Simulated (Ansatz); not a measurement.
Results of PBEsol-D3(BJ) (plane waves, PAW; Ansatz, an electronic-structure program) for zinc-blende ZnTe.

Numerical settings: plane-wave cutoff 520 eV, 10×10×10 k mesh, Fermi–Dirac smearing 0.01 eV, scalar-relativistic PAW data made under PBE.

A third-order Birch–Murnaghan fit to the energies gives V0 = 26.888 Å³/atom, B0 = 55.6 GPa, B′ = 4.6.

```json
[
 {"V (Å³/atom)": "25.273", "P (GPa)": "…"},
 {"V (Å³/atom)": "25.811", "P (GPa)": "2.50"},
 {"V (Å³/atom)": "26.348", "P (GPa)": "…"},
 {"V (Å³/atom)": "26.886", "P (GPa)": "0.00"},
 {"V (Å³/atom)": "27.424", "P (GPa)": "…"},
 {"V (Å³/atom)": "27.961", "P (GPa)": "…"},
 {"V (Å³/atom)": "28.499", "P (GPa)": "-2.83"}
]
```

Question: Estimate the withheld pressures from this fit; the answers are the runs' own values.

Answer: 
- 25.273, P (GPa): 3.98
- 26.348, P (GPa): 1.18
- 27.424, P (GPa): -1.05
- 27.961, P (GPa): -1.99

The formula P = (3/2) B0 (x^(7/3) − x^(5/3)) [1 + (3/4)(B′ − 4)(x^(2/3) − 1)] with x = V0/V meets the computed pressures within 0.01 GPa when these rounded values are put in.

Measured, for comparison: bulk modulus 51 ± 3 GPa (room temperature, not corrected to a static lattice; as tabulated in Determination of phase transition pressures of ZnTe under quasihydrostatic …); equilibrium volume per atom 28.42 Å³/atom (room temperature, not corrected to a static lattice; as tabulated in Albrecht et al. (1997), arXiv:cond-mat/9706128). Computed (rounded) less measured: bulk modulus +9 %, equilibrium volume per atom -5.4 %. A static lattice is as a rule a little smaller and stiffer than an uncorrected measurement, which narrows the difference in the bulk modulus and would widen misses of the other sign.

Spin–orbit coupling is not included.

Computed values are for the static lattice.
